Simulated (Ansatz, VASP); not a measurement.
## Na in VASP and in Ansatz

```
Na
1.0
     3.76700    0.00000    0.00000
    -1.88350    3.26232    0.00000
     0.00000    0.00000    6.15400
Na
2
Cartesian
  1.8835 1.0874 4.6155
  0.0000 2.1749 1.5385
```

This isn't the form of Na at room conditions, which is bcc.

Alike in both runs: task single point; functional PBEsol; k mesh 8 × 8 × 5; occupations fermi-dirac, width 0.05 eV; no spin polarisation.

|  | VASP | Ansatz |
| --- | --- | --- |
| version | VASP 6.6.1 | Ansatz 0.2.0 |
| potentials or method | VASP PAW PBE potentials, release 64 (Na_pv) | Ansatz PAW |
| plane-wave cutoff (eV) | 520 | 420 |
| valence electrons in the cell | 14 | 18 |

```csv
,VASP,Ansatz,Ansatz less VASP
gap on the k mesh at the Fermi level (eV),none,none,-
pressure (GPa),-0.3,-0.3,0.00
largest component of the traceless stress (GPa),0.16,0.16,+0.001
```

A gap of «none» marks a metal or a gap that the smearing closes. The two sets of potentials don't hold the same shells in valence.

Caveats: the PAW data sets were made with another functional, which shifts forces and pressure a little (VASP); the PAW data sets come from PBE, with cores solved anew for the run's functional, which leaves a small shift of forces and pressure (Ansatz).
